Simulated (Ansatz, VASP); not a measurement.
Tc: VASP beside Ansatz

```
CELL_PARAMETERS angstrom
2.74000 0.00000 0.00000
-1.37000 2.37291 0.00000
0.00000 0.00000 4.39800
ATOMIC_POSITIONS crystal
Tc 0.66667 0.33333 0.75000
Tc 0.33333 0.66667 0.25000
```

Alike in both runs: functional LDA; k mesh 11 × 11 × 6; occupations fermi-dirac, width 0.05 eV; no spin polarisation.

|  | VASP | Ansatz |
| --- | --- | --- |
| version | VASP 6.6.1 | Ansatz 0.2.0 |
| potentials or method | VASP PAW LDA potentials, release 64 (Tc_pv), cutoff 520 eV | all-electron LAPW, scalar-relativistic |
| task | single point | band structure |

Ansatz gave:

| Property | Result |
| --- | --- |
| gap on the k mesh at the Fermi level (eV) | none |
| pressure (GPa) | -11.9 |
| largest component of the traceless stress (GPa) | 0.38 |

Estimate VASP's values.

gap on the k mesh at the Fermi level (eV): none; pressure (GPa): -11.8; largest component of the traceless stress (GPa): 0.42.

A gap of «none» marks a metal or a gap that the smearing closes. Ansatz ran all-electron here, so the differences hold the error of VASP's frozen core and of both bases.
